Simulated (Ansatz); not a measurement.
# Preparing CdS (P6_3mc) as a host crystal, part 2 of 2

Aim: the runs on the perfect crystal CdS (P6_3mc) that a defect calculation needs first.

Ansatz 0.2.0; plane-wave PAW DFT, r2SCAN; relaxation of the host's cell and atoms; PAW set soft_1 (the session's first sound run).

So far. Step 3 (Dielectric tensors of the host): The principal values of the electronic dielectric tensor are 6.29, 6.29 and 6.38. The principal values of the static dielectric tensor are 9.82, 9.82 and 10.49.

### 6. Defect free supercell relaxed from its symmetric sites

This cell, the one that will hold the defects, is built from the relaxed host. Its coarser k-points can move the atoms a little, so it is relaxed from the symmetric sites, as the reference for the test of stability.

This step: plane-wave PAW DFT, r2SCAN; relaxation of the defect-free supercell from its symmetric sites; PAW set soft_1 (Ansatz 0.2.0).

Contents of pristine.symmetric/input.yaml:

```yaml
crystal:
  lattice:
    - [12.4916781419, -8.65e-08, 0.0]
    - [-6.245838996, 10.81811065, 0.0]
    - [0.0, 0.0, 13.5350159308]
  atoms:
    - { symbol: Cd, position: [0.2222222222, 0.1111111111, 0.2500526124] }
    - { symbol: Cd, position: [0.1111111111, 0.2222222222, 5.26124e-05] }
    - { symbol: S, position: [0.2222222222, 0.1111111111, 0.4384473876] }
    - { symbol: S, position: [0.1111111111, 0.2222222222, 0.1884473876] }
    - { symbol: Cd, position: [0.2222222222, 0.1111111111, 0.7500526124] }
    - { symbol: Cd, position: [0.1111111111, 0.2222222222, 0.5000526124] }
    - { symbol: S, position: [0.2222222222, 0.1111111111, 0.9384473876] }
    - { symbol: S, position: [0.1111111111, 0.2222222222, 0.6884473876] }
    - { symbol: Cd, position: [0.2222222222, 0.4444444444, 0.2500526124] }
    - { symbol: Cd, position: [0.1111111111, 0.5555555556, 5.26124e-05] }
    - { symbol: S, position: [0.2222222222, 0.4444444444, 0.4384473876] }
    - { symbol: S, position: [0.1111111111, 0.5555555556, 0.1884473876] }
    - { symbol: Cd, position: [0.2222222222, 0.4444444444, 0.7500526124] }
    - { symbol: Cd, position: [0.1111111111, 0.5555555556, 0.5000526124] }
    - { symbol: S, position: [0.2222222222, 0.4444444444, 0.9384473876] }
    - { symbol: S, position: [0.1111111111, 0.5555555556, 0.6884473876] }
    - { symbol: Cd, position: [0.2222222222, 0.7777777778, 0.2500526124] }
    - { symbol: Cd, position: [0.1111111111, 0.8888888889, 5.26124e-05] }
    - { symbol: S, position: [0.2222222222, 0.7777777778, 0.4384473876] }
    - { symbol: S, position: [0.1111111111, 0.8888888889, 0.1884473876] }
    - { symbol: Cd, position: [0.2222222222, 0.7777777778, 0.7500526124] }
    - { symbol: Cd, position: [0.1111111111, 0.8888888889, 0.5000526124] }
    - { symbol: S, position: [0.2222222222, 0.7777777778, 0.9384473876] }
    - { symbol: S, position: [0.1111111111, 0.8888888889, 0.6884473876] }
    - { symbol: Cd, position: [0.5555555556, 0.1111111111, 0.2500526124] }
    - { symbol: Cd, position: [0.4444444444, 0.2222222222, 5.26124e-05] }
    - { symbol: S, position: [0.5555555556, 0.1111111111, 0.4384473876] }
    - { symbol: S, position: [0.4444444444, 0.2222222222, 0.1884473876] }
    - { symbol: Cd, position: [0.5555555556, 0.1111111111, 0.7500526124] }
    - { symbol: Cd, position: [0.4444444444, 0.2222222222, 0.5000526124] }
    - { symbol: S, position: [0.5555555556, 0.1111111111, 0.9384473876] }
    - { symbol: S, position: [0.4444444444, 0.2222222222, 0.6884473876] }
    - { symbol: Cd, position: [0.5555555556, 0.4444444444, 0.2500526124] }
    - { symbol: Cd, position: [0.4444444444, 0.5555555556, 5.26124e-05] }
    - { symbol: S, position: [0.5555555556, 0.4444444444, 0.4384473876] }
    - { symbol: S, position: [0.4444444444, 0.5555555556, 0.1884473876] }
    - { symbol: Cd, position: [0.5555555556, 0.4444444444, 0.7500526124] }
    - { symbol: Cd, position: [0.4444444444, 0.5555555556, 0.5000526124] }
    - { symbol: S, position: [0.5555555556, 0.4444444444, 0.9384473876] }
    - { symbol: S, position: [0.4444444444, 0.5555555556, 0.6884473876] }
    - { symbol: Cd, position: [0.5555555556, 0.7777777778, 0.2500526124] }
    - { symbol: Cd, position: [0.4444444444, 0.8888888889, 5.26124e-05] }
    - { symbol: S, position: [0.5555555556, 0.7777777778, 0.4384473876] }
    - { symbol: S, position: [0.4444444444, 0.8888888889, 0.1884473876] }
    - { symbol: Cd, position: [0.5555555556, 0.7777777778, 0.7500526124] }
    - { symbol: Cd, position: [0.4444444444, 0.8888888889, 0.5000526124] }
    - { symbol: S, position: [0.5555555556, 0.7777777778, 0.9384473876] }
    - { symbol: S, position: [0.4444444444, 0.8888888889, 0.6884473876] }
    - { symbol: Cd, position: [0.8888888889, 0.1111111111, 0.2500526124] }
    - { symbol: Cd, position: [0.7777777778, 0.2222222222, 5.26124e-05] }
    - { symbol: S, position: [0.8888888889, 0.1111111111, 0.4384473876] }
    - { symbol: S, position: [0.7777777778, 0.2222222222, 0.1884473876] }
    - { symbol: Cd, position: [0.8888888889, 0.1111111111, 0.7500526124] }
    - { symbol: Cd, position: [0.7777777778, 0.2222222222, 0.5000526124] }
    - { symbol: S, position: [0.8888888889, 0.1111111111, 0.9384473876] }
    - { symbol: S, position: [0.7777777778, 0.2222222222, 0.6884473876] }
    - { symbol: Cd, position: [0.8888888889, 0.4444444444, 0.2500526124] }
    - { symbol: Cd, position: [0.7777777778, 0.5555555556, 5.26124e-05] }
    - { symbol: S, position: [0.8888888889, 0.4444444444, 0.4384473876] }
    - { symbol: S, position: [0.7777777778, 0.5555555556, 0.1884473876] }
    - { symbol: Cd, position: [0.8888888889, 0.4444444444, 0.7500526124] }
    - { symbol: Cd, position: [0.7777777778, 0.5555555556, 0.5000526124] }
    - { symbol: S, position: [0.8888888889, 0.4444444444, 0.9384473876] }
    - { symbol: S, position: [0.7777777778, 0.5555555556, 0.6884473876] }
    - { symbol: Cd, position: [0.8888888889, 0.7777777778, 0.2500526124] }
    - { symbol: Cd, position: [0.7777777778, 0.8888888889, 5.26124e-05] }
    - { symbol: S, position: [0.8888888889, 0.7777777778, 0.4384473876] }
    - { symbol: S, position: [0.7777777778, 0.8888888889, 0.1884473876] }
    - { symbol: Cd, position: [0.8888888889, 0.7777777778, 0.7500526124] }
    - { symbol: Cd, position: [0.7777777778, 0.8888888889, 0.5000526124] }
    - { symbol: S, position: [0.8888888889, 0.7777777778, 0.9384473876] }
    - { symbol: S, position: [0.7777777778, 0.8888888889, 0.6884473876] }
basis:
  ecutwfc: 500
  xc_grid: 2
hamiltonian:
  xc: r2scan
  pseudopotentials: { kind: paw, azcp: { folder: soft_1 } }
kpoints:
  mp_grid: { grid: [1, 1, 1], shift: [0.25, 0.25, 0.25] }
scf:
  occupations: { method: fermi_dirac, width: 0.01 }
  max_iter: 80
output:
  forces: true
relax:
  f_tol: 0.01
  max_steps: 60
  escape_saddle: false
checkpoint:
  write: "../pristine.symmetric.run"
  compress: false
  write_wavefunctions: false
  write_every: 100000
```

Launch:

```sh
$ ansatz run input.yaml --threads 32 --pin off --max-ram 56524MiB --backend cuda --events-out ev --progress --plain --runs-dir out --max-vram 78GiB
```

The log of the run:

```text
[...]
Crystal: 72 atoms, lattice volume = 1829.073 Å³
Basis set: ecut = 500 eV, 46549 PW (Γ), exchange–correlation on 192×192×200 points (8 copies of the dense FFT grid, shifted against one another)
Bands: 562, of which v1, the nominal top of the filled ones, is band 468 counted from 1 (467 counted from 0)
[...]
k-points: 1
[...]
SCF iter   7: F=-330325.102042 eV  HF=-330325.102041 eV  |F-HF|=9.89e-7  |Δ(HF+E_count)|=   3.29e-5  Δρ=9.11e-6  dr2=1.90e-6  dr2_τ=7.46e-8  ethr=2.67e-10  ⟨swp⟩=3.0  Hψ=2114  notcnv=0
SCF 1 converged in 7 iterations: F = -330325.102042 eV  dr2 = 1.90e-6
[...]
relax step   1: F+E_penalty+E_count = -330325.10204164 eV  Δ(F+E_penalty+E_count) = +0.000e0 eV  max|allowed force component| = 1.741e-2 eV/Å  Δτ_max = 0.0000 Å  (7 SCF iters, dr2 threshold 2.50e-6 eV [...]
[...]
SCF iter   1: F=—  HF=-330325.050912 eV  |F-HF|=—  |Δ(HF+E_count)|=         —  Δρ=4.18e-4  dr2=1.97e-3  dr2_τ=7.17e-2  ethr=1.75e-7  ⟨swp⟩=3.0  Hψ=1593  notcnv=0  defer=70
automatic band count: iteration 1 solves 542 bands in place of 562: the levels show a gap, and the empty bands left out lie too high to hold charge; the band table lists the bands solved (type scf.n_e [...]
[...]
relax step   2: F+E_penalty+E_count = -330325.10455397 eV  Δ(F+E_penalty+E_count) = -2.512e-3 eV  max|allowed force component| = 7.701e-3 eV/Å  Δτ_max = 0.0043 Å  (6 SCF iters, accepted)
[...]
SCF 3 converged in 2 iterations: F = -330325.104554 eV  dr2 = 1.07e-8
SCF converged after 2 iterations
[...]
```

Elapsed: 4.1 s, on 1 × NVIDIA GB200 with 32 threads of Arm Neoverse V2, shared host; peak memory 1.6 GiB; 9.7 s of CPU time.

Hardly anything moved in the relaxation; the energy changed by under 0.2 meV an atom.

### 7. Defect free supercell relaxed from displaced atoms

This step: plane-wave PAW DFT, r2SCAN; relaxation of the defect-free supercell from random displacements, a test of the host's stability; PAW set soft_1 (Ansatz 0.2.0).

pristine.rattled/input.yaml, as its differences from pristine.symmetric/input.yaml of step 6:

```diff
@@ -93,6 +93,6 @@
   f_tol: 0.01
-  max_steps: 60
-  escape_saddle: false
+  max_steps: 120
+  random_displacement: { amplitude: 0.08, seed: 3639 }
 checkpoint:
-  write: "../pristine.symmetric.run"
+  write: "../pristine.rattled.run"
   compress: false
```

The log of the run:

```text
[...]
Crystal: 72 atoms, lattice volume = 1829.073 Å³
Basis set: ecut = 500 eV, 46549 PW (Γ), exchange–correlation on 192×192×200 points (8 copies of the dense FFT grid, shifted against one another)
Bands: 562, of which v1, the nominal top of the filled ones, is band 468 counted from 1 (467 counted from 0)
[...]
k-points: 1
[...]
SCF 1 converged in 8 iterations: F = -330323.479112 eV  dr2 = 6.38e-7
[...]
relax step   1: F+E_penalty+E_count = -330323.47911241 eV  Δ(F+E_penalty+E_count) = +0.000e0 eV  max|allowed force component| = 1.055e0 eV/Å  Δτ_max = 0.0000 Å  (8 SCF iters, dr2 threshold 2.50e-6 eV, [...]
[...]
relax step   6: F+E_penalty+E_count = -330325.10507380 eV  Δ(F+E_penalty+E_count) = -9.372e-4 eV  max|allowed force component| = 7.745e-3 eV/Å  Δτ_max = 0.0075 Å  (7 SCF iters, accepted)
[...]
SCF 7 converged in 2 iterations: F = -330325.105074 eV  dr2 = 2.40e-8
SCF converged after 2 iterations
[...]
```

It took 8 s on 1 × NVIDIA GB200 with 32 threads; peak memory 1.5 GiB; 20 s of CPU time.

Relaxation path:

```
step  energy less that of the first step (eV)  largest force component (eV/Å)
   1                                   0.0000                          1.0547
   2                                  -1.4404                          0.3382
   3                                  -1.6250                          0.0146
   4                                  -1.6250                          0.0147
   5                                  -1.6236                          0.0235
   6                                  -1.6260                          0.0077
```

Relaxation step 5 was tried and not accepted.

The atoms that moved most (Å, from the sites as typed, ahead of the random displacement, the mean shift of all atoms taken out):

```
atom      dx      dy      dz  length
Cd61   0.013   0.000   0.000   0.013
Cd18  -0.010   0.004  -0.006   0.012
Cd70  -0.011   0.000  -0.004   0.012
Cd57   0.009  -0.006  -0.005   0.012
Cd50  -0.007   0.008  -0.005   0.012
Cd46  -0.010   0.003  -0.005   0.012
 Cd9   0.009  -0.006   0.005   0.011
Cd13   0.010  -0.002  -0.005   0.011
```

The relaxation ends 23 meV an atom lower than the displaced start, with a largest force component of 0.0077 eV/Å.

### 8. Outcome

```json
{
 "primitive cell vectors, lengths": "4.164, 4.164, 6.768 Å",
 "electronic dielectric constant": "principal values (6.29, 6.29, 6.38)",
 "static dielectric constant": "principal values (9.82, 9.82, 10.49)",
 "gap on the k-mesh of the response run (PBEsol)": "1.03 eV",
 "supercell relaxed in its symmetry less the displaced and relaxed one": "0.001 eV",
 "energy an atom at one point at (¼, ¼, ¼) less that on the dense mesh": "-0.011 eV"
}
```

What this shows: Step 7: The energy fell by 1.626 eV from the randomly displaced start; against the sites as typed, Cd61 ends farthest off, by 0.01 Å, once the mean shift is taken out. The displaced cell ends within 0.01 eV of the symmetric one relaxed in its symmetry, so no lower structure shows in this supercell. The k-mesh can miss the band edges, so this gap is an upper bound at this level. All at zero temperature.

[Logs are printed without paths, hosts, clocks, repeated set-up lines and the standing remarks that a program may print on its own settings, such as how far it seeks lower states.]

[Hosts, paths, dates, database ids (printed as entryN), source tags and the programs' standing remarks are cut or masked in the printed files.]

[Runs of the host that timed out are not shown.]

[For some hosts the program warned that the k-mesh of the response run may be too coarse for force constants and the static dielectric constant; such warnings are not always shown.]

[The program warned that the k-mesh of a response run behind this text may be too coarse: force constants, and the static dielectric constant and all else formed from them, are not shown converged.]
